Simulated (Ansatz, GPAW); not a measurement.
# NaH (001), 5 units in an electric field, part 2 of 2

How does NaH (001), 5 units screen a perpendicular field?

GPAW 26.7.0 and Ansatz 0.2.0; Ansatz plane waves; layer without images along its normal, relaxation of atoms and in-plane cell (the session's first sound run).

So far, dipole along the normal (e·Å): step 3 (the slab's potential) -4.8e-6.

## (4) In a field

Level of this step: GPAW, PAW setups; slab in vacuum (GPAW).

A uniform field along the normal polarises the slab; the atoms stay fixed, so this is the electronic response alone.

The input, run.py:

```python
import json
import numpy as np
from ase import Atoms
from gpaw import GPAW, PW
from gpaw.external import ConstantElectricField

slab = Atoms(
    ['Na', 'H', 'Na', 'H', 'Na', 'H', 'Na', 'H', 'Na', 'H'],
    positions=[
        [1.68268, 1.68268, 8.02229],
        [0.00000, 0.00000, 8.00000],
        [0.00000, -0.00000, 10.44206],
        [1.68268, 1.68268, 10.44232],
        [1.68268, 1.68268, 12.87421],
        [0.00000, 0.00000, 12.87421],
        [0.00000, -0.00000, 15.30636],
        [1.68268, 1.68268, 15.30610],
        [1.68268, 1.68268, 17.72612],
        [0.00000, 0.00000, 17.74842]],
    cell=[[3.36536, -0.0, 0.0], [-0.0, 3.36536, 0.0], [0.0, 0.0, 25.7484]],
    pbc=[True, True, False])

slab.calc = GPAW(mode=PW(500), xc='PBE', kpts={'size': (8, 8, 1), 'gamma': True},
                 occupations={'name': 'fermi-dirac', 'width': 0.05}, nbands='140%',
                 convergence={'density': 1e-05}, maxiter=200,
                 poissonsolver={'dipolelayer': 'xy'},
                 external=ConstantElectricField(-0.2, [0, 0, 1]),
                 symmetry={'tolerance': 1e-3}, txt='slab.txt')
result = {}
energy = slab.get_potential_energy()
fermi = slab.calc.get_fermi_level()
v = slab.calc.get_electrostatic_potential().mean((0, 1)) - fermi
n = slab.calc.get_pseudo_density().mean((0, 1))
L = slab.cell[2, 2]
z = np.arange(len(v)) * L / len(v)
low, high = slab.positions[:, 2].min(), slab.positions[:, 2].max()
below, above = np.interp([low - 5.8, high + 5.8], z, v)
slopes = [np.interp(x, z, np.gradient(v, z)) for x in (low - 5.8, high + 5.8)]
eps = np.array([[slab.calc.get_eigenvalues(k, s) for k in range(len(slab.calc.get_ibz_k_points()))]
                for s in range(slab.calc.get_number_of_spins())]) - fermi
top, bottom = eps[eps < 0].max(), eps[eps > 0].min()
dipole = slab.get_dipole_moment()[2]
print(f'energy {energy:.4f} eV, Fermi level {fermi:.4f} eV, dipole {dipole:.5f} e A')
print(f'potential 5.8 A off the faces, from the Fermi level: lower {below:.4f} eV, upper {above:.4f} eV')
print(f'slope of the potential there: lower {slopes[0]:.5f}, upper {slopes[1]:.5f} eV/A')
print(f'nearest levels on the mesh: {top:.4f} and {bottom:.4f} eV')
print('magnetic moment', round(slab.get_magnetic_moment(), 3))
result.update(energy=energy, fermi=fermi, dipole=dipole, below=below, above=above, slopes=slopes, edges=[top, bottom],
              z=z.tolist(), v=v.tolist(), n=n.tolist(), positions=slab.positions.tolist(),
              forces=slab.get_forces(apply_constraint=False).tolist(), moments=slab.get_magnetic_moments().tolist())
json.dump(result, open('result.json', 'w'))
```

On the command line:

```sh
OMP_NUM_THREADS=1 OPENBLAS_NUM_THREADS=1 python run.py
```

What it wrote:

```text
energy -25.1966 eV, Fermi level -1.2972 eV, dipole -0.11230 e A
potential 5.8 A off the faces, from the Fermi level: lower 1.9743 eV, upper 3.7685 eV
slope of the potential there: lower -0.00020, upper 0.00021 eV/A
nearest levels on the mesh: -1.0170 and 1.3235 eV
magnetic moment 0.0
```

Wall time 2.3 min (1 thread of Arm Neoverse V1, shared host); peak memory 0.43 GiB.

This step gave:

```
dipole along the normal                                         : -0.1123 e·Å
levels nearest the Fermi level on the mesh                      : -1.017, 1.323 eV from the Fermi level
potential below the slab, the applied field's own ramp left out : 1.974 eV from the Fermi level
potential above the slab, the applied field's own ramp left out : 3.768 eV from the Fermi level
```

The electrostatic potential energy of an electron (without an applied field's), less the Fermi level, planar mean oscillates, so the rows of the table below give means over windows of 2.43 Å about each position, cut where the curve ends. Its maxima inside the range that stand out by 2 % of the span (Å: eV): 9.3: 1.33, 11.6: 1.66, 14.1: 2.00, 16.5: 2.33, 25.2: 3.77. Its minima: 8.0: -5.04, 10.4: -4.60, 12.9: -4.34, 15.3: -3.93, 17.7: -3.69.

Electrostatic potential energy of an electron (without an applied field's), less the Fermi level, planar mean against z; means over each step:

| z (Å) | electrostatic potential energy of an electron (without an applied field's), less the Fermi level, planar mean (eV) |
| --- | --- |
| 1.22 | 2.04 |
| 3.65 | 1.97 |
| 6.08 | 1.67 |
| 8.51 | -1.05 |
| 10.94 | -0.701 |
| 13.37 | -0.370 |
| 15.80 | -0.0387 |
| 18.23 | 0.543 |
| 20.66 | 3.73 |
| 23.09 | 3.77 |
| 25.52 | 3.70 |

Force by atom:

| atom | x (eV/Å) | y (eV/Å) | z (eV/Å) | size |
| --- | --- | --- | --- | --- |
| Na1 | 0.0000 | 0.0000 | -0.0678 | 0.0678 |
| H2 | 0.0000 | 0.0000 | 0.0656 | 0.0656 |
| Na3 | 0.0000 | 0.0000 | -0.0690 | 0.0690 |
| H4 | 0.0000 | 0.0000 | 0.0619 | 0.0619 |
| Na5 | 0.0000 | 0.0000 | -0.0620 | 0.0620 |
| H6 | 0.0000 | 0.0000 | 0.0620 | 0.0620 |
| Na7 | 0.0000 | 0.0000 | -0.0543 | 0.0543 |
| H8 | 0.0000 | 0.0000 | 0.0612 | 0.0612 |
| Na9 | 0.0000 | 0.0000 | -0.0586 | 0.0586 |
| H10 | 0.0000 | 0.0000 | 0.0610 | 0.0610 |

The dipole is now -0.112 e Å, against -4.8e-6 in the run without a field.

## (5) In a field

run.py, as its differences from that of step 4:

```diff
@@ -26,3 +26,3 @@
                  poissonsolver={'dipolelayer': 'xy'},
-                 external=ConstantElectricField(-0.2, [0, 0, 1]),
+                 external=ConstantElectricField(-0.1, [0, 0, 1]),
                  symmetry={'tolerance': 1e-3}, txt='slab.txt')
```

What it wrote:

```text
energy -25.1882 eV, Fermi level -1.3756 eV, dipole -0.05612 e A
potential 5.8 A off the faces, from the Fermi level: lower 2.4992 eV, upper 3.3958 eV
slope of the potential there: lower -0.00020, upper 0.00020 eV/A
nearest levels on the mesh: -1.0869 and 1.7412 eV
magnetic moment 0.0
```

The job ended after 2.3 min (1 thread; peak memory 0.44 GiB).

Numbers from this step:

```
dipole along the normal                                         : -0.05612 e·Å
levels nearest the Fermi level on the mesh                      : -1.087, 1.741 eV from the Fermi level
potential below the slab, the applied field's own ramp left out : 2.499 eV from the Fermi level
potential above the slab, the applied field's own ramp left out : 3.396 eV from the Fermi level
```

The electrostatic potential energy of an electron (without an applied field's), less the Fermi level, planar mean oscillates, so the rows of the table below give means over windows of 2.43 Å about each position, cut where the curve ends. Its maxima inside the range that stand out by 2 % of the span (Å: eV): 9.3: 1.66, 11.6: 1.83, 14.1: 2.00, 16.5: 2.16, 25.2: 3.40. Its minima: 8.0: -4.62, 10.4: -4.35, 12.9: -4.26, 15.3: -4.01, 17.7: -3.95.

The electrostatic potential energy of an electron (without an applied field's), less the Fermi level, planar mean by z; means over each step:

| z (Å) | electrostatic potential energy of an electron (without an applied field's), less the Fermi level, planar mean (eV) |
| --- | --- |
| 1.22 | 2.53 |
| 3.65 | 2.50 |
| 6.08 | 2.18 |
| 8.51 | -0.667 |
| 10.94 | -0.488 |
| 13.37 | -0.322 |
| 15.80 | -0.158 |
| 18.23 | 0.253 |
| 20.66 | 3.36 |
| 23.09 | 3.40 |
| 25.52 | 3.36 |

The dipole is now -0.0561 e Å, against -4.8e-6 in the run without a field.

## (6) Field on

run.py, as its differences from that of step 5:

```diff
@@ -26,3 +26,3 @@
                  poissonsolver={'dipolelayer': 'xy'},
-                 external=ConstantElectricField(-0.1, [0, 0, 1]),
+                 external=ConstantElectricField(-0.05, [0, 0, 1]),
                  symmetry={'tolerance': 1e-3}, txt='slab.txt')
```

What it wrote:

```text
energy -25.1861 eV, Fermi level -1.4087 eV, dipole -0.02806 e A
potential 5.8 A off the faces, from the Fermi level: lower 2.7559 eV, upper 3.2042 eV
slope of the potential there: lower -0.00020, upper 0.00020 eV/A
nearest levels on the mesh: -1.1281 and 1.9319 eV
magnetic moment 0.0
```

Elapsed: 2.3 min, on 1 thread; peak memory 0.44 GiB.

The electrostatic potential energy of an electron (without an applied field's), less the Fermi level, planar mean oscillates, so the rows of the table below give means over windows of 2.38 Å about each position, cut where the curve ends. Its maxima inside the range that stand out by 2 % of the span (Å: eV): 9.3: 1.82, 11.6: 1.90, 14.1: 1.99, 16.5: 2.07, 25.3: 3.20. Its minima: 8.0: -4.42, 10.4: -4.23, 12.9: -4.23, 15.3: -4.06, 17.7: -4.08.

The electrostatic potential energy of an electron (without an applied field's), less the Fermi level, planar mean by z; means over each step:

z (Å), electrostatic potential energy of an electron (without an applied field's), less the Fermi level, planar mean (eV) and a bar from the least value:
```
     1.19       2.77 ###########################
     3.57       2.75 ##########################
     5.95       2.53 #########################
     8.33      -0.52 
    10.71      -0.44 #
    13.09      -0.36 #
    15.47      -0.28 ##
    17.85      -0.14 ###
    20.23       3.12 #############################
    22.61       3.20 ##############################
    24.99       3.19 ##############################
```

## (7) Field on

run.py, as its differences from that of step 6:

```diff
@@ -26,3 +26,3 @@
                  poissonsolver={'dipolelayer': 'xy'},
-                 external=ConstantElectricField(-0.05, [0, 0, 1]),
+                 external=ConstantElectricField(0.05, [0, 0, 1]),
                  symmetry={'tolerance': 1e-3}, txt='slab.txt')
```

What it wrote:

```text
energy -25.1861 eV, Fermi level -1.4087 eV, dipole 0.02805 e A
potential 5.8 A off the faces, from the Fermi level: lower 3.2041 eV, upper 2.7559 eV
slope of the potential there: lower -0.00020, upper 0.00020 eV/A
nearest levels on the mesh: -1.1281 and 1.9319 eV
magnetic moment 0.0
```

Run time: 2.4 min. Hardware: 1 thread; peak memory 0.44 GiB.

The electrostatic potential energy of an electron (without an applied field's), less the Fermi level, planar mean oscillates, so the rows of the table below give means over windows of 2.38 Å about each position, cut where the curve ends. Its maxima inside the range that stand out by 2 % of the span (Å: eV): 0.6: 3.20, 9.3: 2.07, 11.6: 1.99, 14.1: 1.90, 16.5: 1.82. Its minima: 8.0: -4.08, 10.5: -4.06, 12.9: -4.23, 15.4: -4.23, 17.7: -4.42.

The electrostatic potential energy of an electron (without an applied field's), less the Fermi level, planar mean by z; means over each step:

| z (Å) | electrostatic potential energy of an electron (without an applied field's), less the Fermi level, planar mean (eV) |
| --- | --- |
| 1.19 | 3.19 |
| 3.57 | 3.20 |
| 5.95 | 2.96 |
| 8.33 | -0.210 |
| 10.71 | -0.288 |
| 13.09 | -0.376 |
| 15.47 | -0.454 |
| 17.85 | -0.488 |
| 20.23 | 2.67 |
| 22.61 | 2.76 |
| 24.99 | 2.77 |

## (8) Field on

run.py, as its differences from that of step 7:

```diff
@@ -26,3 +26,3 @@
                  poissonsolver={'dipolelayer': 'xy'},
-                 external=ConstantElectricField(0.05, [0, 0, 1]),
+                 external=ConstantElectricField(0.1, [0, 0, 1]),
                  symmetry={'tolerance': 1e-3}, txt='slab.txt')
```

What it wrote:

```text
energy -25.1882 eV, Fermi level -1.3756 eV, dipole 0.05612 e A
potential 5.8 A off the faces, from the Fermi level: lower 3.3958 eV, upper 2.4992 eV
slope of the potential there: lower -0.00020, upper 0.00020 eV/A
nearest levels on the mesh: -1.0869 and 1.7411 eV
magnetic moment 0.0
```

The job ended after 2.4 min (1 thread; peak memory 0.44 GiB).

The dipole is now 0.0561 e Å, against -4.8e-6 in the run without a field.

## (9) Field on

run.py, as its differences from that of step 8:

```diff
@@ -26,3 +26,3 @@
                  poissonsolver={'dipolelayer': 'xy'},
-                 external=ConstantElectricField(0.1, [0, 0, 1]),
+                 external=ConstantElectricField(0.2, [0, 0, 1]),
                  symmetry={'tolerance': 1e-3}, txt='slab.txt')
```

What it wrote:

```text
energy -25.1966 eV, Fermi level -1.2971 eV, dipole 0.11229 e A
potential 5.8 A off the faces, from the Fermi level: lower 3.7684 eV, upper 1.9744 eV
slope of the potential there: lower -0.00021, upper 0.00020 eV/A
nearest levels on the mesh: -1.0170 and 1.3234 eV
magnetic moment 0.0
```

Run time: 2.4 min. Hardware: 1 thread; peak memory 0.44 GiB.

The electrostatic potential energy of an electron (without an applied field's), less the Fermi level, planar mean by z:

z (Å), electrostatic potential energy of an electron (without an applied field's), less the Fermi level, planar mean (eV) and a bar from the least value:
```
      0.0       2.87 ##########################
      0.5       3.77 ##############################
      1.0       3.77 ##############################
      1.5       3.77 ##############################
      2.0       3.77 ##############################
      2.5       3.77 ##############################
      3.0       3.77 ##############################
      3.5       3.77 ##############################
      4.0       3.77 ##############################
      4.5       3.76 ##############################
      5.0       3.76 ##############################
      5.5       3.74 ##############################
      6.0       3.67 ##############################
      6.5       3.44 #############################
      7.0       2.73 ##########################
      7.5       0.36 #################
      8.0      -3.66 #
      8.5      -0.07 ###############
      9.0       2.15 ########################
      9.5       2.02 #######################
     10.0      -0.57 #############
     10.5      -3.88 
     11.0       0.14 ################
     11.5       1.92 #######################
     12.0       1.51 #####################
     12.5      -1.51 #########
     13.0      -3.82 
     13.5       0.22 ################
     14.0       1.64 ######################
     14.5       0.96 ###################
     15.0      -2.48 #####
     15.5      -3.61 #
     16.0       0.26 ################
     16.5       1.33 ####################
     17.0       0.31 ################
     17.5      -3.52 #
     18.0      -3.35 ##
     18.5       0.31 ################
     19.0       1.49 #####################
     19.5       1.83 ######################
     20.0       1.93 #######################
     20.5       1.96 #######################
     21.0       1.97 #######################
     21.5       1.97 #######################
     22.0       1.97 #######################
     22.5       1.97 #######################
     23.0       1.97 #######################
     23.5       1.97 #######################
     24.0       1.97 #######################
     24.5       1.97 #######################
     25.0       1.97 #######################
     25.5       2.26 ########################
```

The dipole is now 0.112 e Å, against -4.8e-6 in the run without a field.

## (10) In a field

run.py, as its differences from that of step 9:

```diff
@@ -26,3 +26,3 @@
                  poissonsolver={'dipolelayer': 'xy'},
-                 external=ConstantElectricField(0.2, [0, 0, 1]),
+                 external=ConstantElectricField(0.3, [0, 0, 1]),
                  symmetry={'tolerance': 1e-3}, txt='slab.txt')
```

What it wrote:

```text
energy -25.2106 eV, Fermi level -1.2606 eV, dipole 0.16859 e A
potential 5.8 A off the faces, from the Fermi level: lower 4.1856 eV, upper 1.4922 eV
slope of the potential there: lower -0.00023, upper 0.00021 eV/A
nearest levels on the mesh: -0.9066 and 0.9109 eV
magnetic moment 0.0
```

The job ended after 2.4 min (1 thread; peak memory 0.44 GiB).

The electrostatic potential energy of an electron (without an applied field's), less the Fermi level, planar mean oscillates, so the rows of the table below give means over windows of 2.43 Å about each position, cut where the curve ends. Its maxima inside the range that stand out by 2 % of the span (Å: eV): 0.6: 4.19, 9.3: 2.54, 11.6: 2.04, 14.1: 1.54, 16.5: 1.04. Its minima: 8.0: -3.40, 10.5: -3.81, 12.9: -4.38, 15.4: -4.81, 17.7: -5.42.

The electrostatic potential energy of an electron (without an applied field's), less the Fermi level, planar mean by z; means over each step:

| z (Å) | electrostatic potential energy of an electron (without an applied field's), less the Fermi level, planar mean (eV) |
| --- | --- |
| 1.22 | 4.08 |
| 3.65 | 4.18 |
| 6.08 | 3.81 |
| 8.51 | 0.419 |
| 10.94 | -0.0792 |
| 13.37 | -0.578 |
| 15.80 | -1.08 |
| 18.23 | -1.35 |
| 20.66 | 1.47 |
| 23.09 | 1.49 |
| 25.52 | 1.60 |

The dipole is now 0.169 e Å, against -4.8e-6 in the run without a field.

## (11) The series

The members are put on one axis.

This step: induced dipole against applied field (GPAW 26.7.0).

The dipole along the normal by field:

| field (V/Å) | dipole along the normal (e·Å) |
| --- | --- |
| -0.200 | -0.112 |
| -0.100 | -0.0561 |
| -0.050 | -0.0281 |
| 0.000 | -4.8e-6 |
| 0.050 | 0.0281 |
| 0.100 | 0.0561 |
| 0.200 | 0.112 |
| 0.300 | 0.169 |

## (12) A changed run

One more run, with changed settings.

This step: GPAW, PAW setups; slab in vacuum (GPAW 26.7.0).

run.py, as its differences from that of step 10:

```diff
@@ -4,3 +4,2 @@
 from gpaw import GPAW, PW
-from gpaw.external import ConstantElectricField
 
@@ -22,7 +21,6 @@
 
-slab.calc = GPAW(mode=PW(500), xc='PBE', kpts={'size': (8, 8, 1), 'gamma': True},
+slab.calc = GPAW(mode=PW(500), xc='PBE', kpts={'size': (1, 1, 1), 'gamma': True},
                  occupations={'name': 'fermi-dirac', 'width': 0.05}, nbands='140%',
-                 convergence={'density': 1e-05}, maxiter=200,
+                 convergence={'density': 1e-05}, maxiter=100,
                  poissonsolver={'dipolelayer': 'xy'},
-                 external=ConstantElectricField(0.3, [0, 0, 1]),
                  symmetry={'tolerance': 1e-3}, txt='slab.txt')
```

What it wrote:

```text
energy -35.3549 eV, Fermi level -2.7173 eV, dipole -0.00000 e A
potential 5.8 A off the faces, from the Fermi level: lower 4.6308 eV, upper 4.6288 eV
slope of the potential there: lower -0.00020, upper 0.00020 eV/A
nearest levels on the mesh: -1.5966 and 3.3617 eV
magnetic moment 0.0
```

Elapsed: 6.8 s, on 1 thread; peak memory 0.19 GiB.

The run finished. A setting was moved off its sound value on purpose, so it serves as a test and not as the result.

The fault put into the input: one k-point (kpts = [1, 1]).

The two runs compared:

| quantity | this run | sound run | difference |
| --- | --- | --- | --- |
| upper work function (eV) | 4.6288 | 2.9818 | 1.65 |
| lower work function (eV) | 4.6308 | 2.9837 | 1.65 |
| upper ionisation energy (eV) | 6.2254 | 4.1740 | 2.05 |

The two runs differ clearly in the upper work function: 4.63 eV against 2.98 eV.

## (13) What came out

| Quantity | Value |
| --- | --- |
| work function, both faces (Fermi level placed in the gap by the smearing) | 2.98 eV |
| ionisation energy from the upper face (highest filled level on the mesh) | 4.17 eV |
| electron affinity from the upper face (lowest empty Kohn-Sham level on the mesh) | 0.916 eV |
| dipole along the normal | -4.8e-6 e Å, near the numerical noise |
| induced dipole per field | 0.562 e Å per V/Å |
| out-of-plane polarisability per area, α/(ε0 A) | 8.97 Å |

**Reading.** The field induces 0.562 e Å per V/Å, a polarisable thickness α/(ε0 A) of 8.97 Å beside 9.75 Å between the outermost nuclei. A perfect conductor would give the distance between its two image planes; a dielectric of thickness t gives t(1 - 1/ε). The levels nearest the Fermi level on the mesh lie 3.26 eV apart, so the slab is gapped there: the smearing puts the Fermi level inside the gap, and from either face the ionisation energy is the work function plus 1.2 eV. Both are Kohn-Sham levels on the mesh, and semilocal gaps are too small, so the affinity tends to come out too large and the ionisation energy too small. The induced dipole is linear in the field over this range. The layer's cell and atoms come from the relaxation; spin-orbit coupling and temperature are left out.

[Logs are printed without paths, hosts, clocks, repeated set-up lines and the standing remarks that a program may print on its own settings, such as how far it seeks lower states.]

[Hosts, paths, dates, database ids (printed as entryN), source tags and the programs' standing remarks are cut or masked in the printed files.]
